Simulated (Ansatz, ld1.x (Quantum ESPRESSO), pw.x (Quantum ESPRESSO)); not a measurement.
## pw.x on sc B: one setting changed

Potential: norm-conserving RRKJ (Kleinman–Bylander form), ld1.x (Quantum ESPRESSO) 7.5, PBE; core [He], reference 2s2 2p1; waves: 2p (bound): rc 2.50 bohr; 2s (bound): rc 1.20 bohr; local part: the s channel; core correction: none; rho0 0.005.

The reference run (k-mesh 17³, cutoffs 70/280 Ry, Fermi–Dirac 0.01 Ry, mixing_beta 0.4, conv_thr 1e-9, no spin) gives -3.87 GPa at 6.721 Å³/atom, where all-electron LAPW gives -0.49 GPa. This run, with its own iteration cap, changes degauss to 0.02.

```
&control
  calculation='scf', prefix='x', pseudo_dir='./', outdir='./tmp', tstress=.true., disk_io='none'
/
&system
  ibrav=0, nat=1, ntyp=1, ecutwfc=70, ecutrho=280, nbnd=8,
  occupations='smearing', smearing='fd', degauss=0.02
/
&electrons
  conv_thr=1e-09, mixing_beta=0.4, electron_maxstep=60
/
ATOMIC_SPECIES
B 1.0 B.UPF
CELL_PARAMETERS angstrom
  1.88717119 0.00000000 0.00000000
  0.00000000 1.88717119 0.00000000
  0.00000000 0.00000000 1.88717119
ATOMIC_POSITIONS crystal
B 0.0000 0.0000 0.0000
K_POINTS automatic
17 17 17 0 0 0
```

```bash
pw.x < B.scf.in > B.scf.out
```

Task: How does the run end?

Result: It converges in 5 iterations; the free energy moves by -27.6 meV/atom and the pressure by +0.34 GPa. In a metal, with Fermi–Dirac smearing, F lies below its zero-width value by a term in the square of the width.

```
Message from routine setup:
     using ibrav=0 with symmetry is DISCOURAGED, use correct ibrav instead
     lattice parameter (alat)  =       3.5662  a.u.
     unit-cell volume          =      45.3556 (a.u.)^3
     number of electrons       =         3.00
     number of Kohn-Sham states=            8
     kinetic-energy cutoff     =      70.0000  Ry
     charge density cutoff     =     280.0000  Ry
     scf convergence threshold =      1.0E-09
     Exchange-correlation= PBE
     number of k points=   165  Fermi-Dirac smearing, width (Ry)=  0.0200
     iteration #  1     ecut=    70.00 Ry     beta= 0.40
     total energy              =      -5.57737110 Ry
     estimated scf accuracy    <       0.00271240 Ry
     iteration #  2     ecut=    70.00 Ry     beta= 0.40
     total energy              =      -5.57784746 Ry
     estimated scf accuracy    <       0.00095017 Ry
     iteration #  3     ecut=    70.00 Ry     beta= 0.40
     total energy              =      -5.57787596 Ry
     estimated scf accuracy    <       0.00000209 Ry
     iteration #  4     ecut=    70.00 Ry     beta= 0.40
     total energy              =      -5.57787636 Ry
     estimated scf accuracy    <       0.00000022 Ry
     iteration #  5     ecut=    70.00 Ry     beta= 0.40
     the Fermi energy is    10.3592 ev
!    total energy              =      -5.57787637 Ry
     estimated scf accuracy    <          7.2E-10 Ry
     smearing contrib. (-TS)   =      -0.00530703 Ry
     The total energy is F=E-TS. E is the sum of the following terms:
     one-electron contribution =       3.66212292 Ry
     hartree contribution      =       0.06986134 Ry
     xc contribution           =      -2.14415471 Ry
     ewald contribution        =      -7.16039889 Ry
     convergence has been achieved in   5 iterations
          total   stress  (Ry/bohr**3)                   (kbar)     P=      -35.31
     Message from routine punch:
     Nothing written, as per user request (disk_io='none')
```

The run took about 2 s on one core of a shared host (Neoverse-V2, 96 threads, 742 GiB, load 42).
